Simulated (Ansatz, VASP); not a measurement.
One calculation of Sb, two programs

```
Sb
1.0
     0.00000    2.26592    2.26592
     2.26592    0.00000    2.26592
     2.26592    2.26592    0.00000
Sb
1
Direct
  0.00000 0.00000 0.00000
```

Change from the starting cell: volume scaled by 0.95, crystal datasets.

Alike in both runs: task electric field gradients; functional PBEsol; k mesh 12 × 12 × 12; occupations fermi-dirac, width 0.05 eV; no spin polarisation.

|  | VASP | Ansatz |
| --- | --- | --- |
| version | VASP 6.6.1 | Ansatz 0.2.0 |
| potentials or method | VASP PAW PBE potentials, release 64 (Sb), cutoff 520 eV | all-electron PAW with datasets made for the crystal, scalar-relativistic |

|  | VASP | Ansatz | Ansatz less VASP |
| --- | --- | --- | --- |
| pressure (GPa) | 10.3 | 10.2 | -0.09 |
| Vzz of the field gradient on the site that differs most (V/Å²) | 0.0 | 0.0 | 0.00 |

Ansatz ran all-electron here, so the differences hold the error of VASP's frozen core and of both bases. Ansatz warned: «gradients_without_spin_orbit».

Caveats: the PAW data sets were made with another functional, which shifts forces and pressure a little (VASP). Spin-orbit coupling is left out, which matters for the levels of Sb.
